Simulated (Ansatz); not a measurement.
# TiB2: one contact scaled

An exercise on one series of results from a longer session: the logs are not shown, and one member is left open.

Method: DFT PBE, with the methods named in each step, in Ansatz 0.2.0.

2 further runs of the same task are left out: 1 that didn't finish, 1 set aside as unsound or not needed.

### The structure to begin with

It takes space group P6/mmm (No. 191, hexagonal). Conventional cell: a = 3.026 Å, b = 3.026 Å, c = 3.229 Å, α = 90.00°, β = 90.00°, γ = 120.00°. Around Ti (site symmetry 6/mmm) lie 12 B at 2.38 Å. Around B (site symmetry -6m2) lie 3 B at 1.75 Å and 6 Ti at 2.38 Å.

Structure file:

```xyz
3
Lattice="3.0259 0.0000 0.0000 -1.5130 2.6205 0.0000 0.0000 0.0000 3.2288" Properties=species:S:1:pos:R:3 pbc="T T T"
Ti    0.0000    0.0000    0.0000
B     0.0000    1.7470    1.6144
B     1.5130    0.8735    1.6144
```

Atoms are numbered in the order of the input: Ti1, B2, B3.

Set-up of the first run:

input.yaml reads:

```yaml
crystal:
  lattice:
    - [3.0259273119, 0.0, 0.0]
    - [-1.5129636559, 2.6205299221, 0.0]
    - [0.0, 0.0, 3.22876771]
  atoms:
    - { symbol: Ti, position: [0.0, 0.0, 0.0] }
    - { symbol: B, position: [0.3333333333, 0.6666666667, 0.5] }
    - { symbol: B, position: [0.6666666667, 0.3333333333, 0.5] }
kpoints:
  mp_grid: { grid: [10, 10, 9] }
scf:
  occupations: { method: fermi_dirac, width: 0.05 }
hamiltonian:
  xc: pbe
  pseudopotentials: { kind: all_electron, lapw: { basis_error: 0.001 } }
output:
  forces: true
  stress: true
  eigenvalues: true
  populations: true
```

Launch:

```sh
> ansatz run input.yaml --threads 1 --pin off --max-ram 3072MiB --backend cpu --events-out ev --progress --plain --runs-dir out
```

Steps of the session up to this table: The bond as given, LAPW; Shortest bond scaled by 1.12, LAPW; Shortest bond scaled by 1.05, LAPW; Shortest bond scaled by 0.85, LAPW; Shortest bond scaled by 0.62, LAPW; Shortest bond scaled by 0.62, crystal datasets.

One table of the session follows, with a row left open; its other results are not shown here.

| method | length (Å) | F from the given length (eV/cell) | force along the bond (eV/Å) | pressure (GPa) | largest force (eV/Å) |
| --- | --- | --- | --- | --- | --- |
| LAPW | 1.083 | 8.674 | 42.543 | 86.35 | 42.543 |
| LAPW | 1.485 | 0.718 | 6.370 | 10.18 | 6.370 |
| LAPW | 1.747 | 0.000 | 0.000 | 0.84 | 0.000 |
| LAPW | 1.834 | 0.056 | -1.230 | 1.64 | 1.230 |
| LAPW | 1.957 | 0.288 | -2.498 | 4.97 | 2.498 |
| PAW | 1.083 | 8.643 | 42.293 | 85.81 | 42.293 |
| PAW | 1.485 | ? | ? | ? | ? |
| PAW | 1.747 | 0.000 | 0.000 | 0.84 | 0.000 |
| PAW | 1.834 | 0.056 | -1.230 | 1.63 | 1.230 |
| PAW | 1.957 | 0.288 | -2.499 | 4.97 | 2.499 |
| PAW (level accurate) | 1.083 | – | 42.622 | 86.62 | 42.622 |
| crystal datasets | 1.083 | – | 42.543 | 86.35 | 42.543 |

Estimate the missing values for PAW, 1.485.

The run gave: F from the given length (eV/cell): 0.718; force along the bond (eV/Å): 6.372; pressure (GPa): 10.18; largest force (eV/Å): 6.372.

Caveats from the session: Warnings in the runs' records: crystal datasets made.
